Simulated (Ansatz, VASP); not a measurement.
**PbS (Galena): VASP beside Ansatz**

```
Pb S
1.0
     0.00000    2.96575    2.96575
     2.96575    0.00000    2.96575
     2.96575    2.96575    0.00000
Pb S
1 1
Direct
  0.00000 0.00000 0.00000
  0.50000 0.50000 0.50000
```

Alike in both runs: task single point; functional PBE; k mesh 8 × 8 × 8; occupations gaussian, width 0.1 eV; no spin polarisation.

```csv
,VASP,Ansatz
version,VASP 6.6.1,Ansatz 0.2.0
potentials or method,"VASP PAW PBE potentials, release 64 (Pb_d, S), cutoff 520 eV","all-electron LAPW, scalar-relativistic"
```

```tsv
	VASP	Ansatz	Ansatz less VASP
gap on the k mesh at the Fermi level (eV)	0.36	0.36	-0.008
least direct gap on the mesh (eV)	0.36	0.36	-0.008
pressure (GPa)	2.2	2.2	+0.08
```

Ansatz ran all-electron here, so the differences hold the error of VASP's frozen core and of both bases.

Caveats: spin-orbit coupling is left out, which as a rule narrows the gap of such compounds by several tenths of an eV.
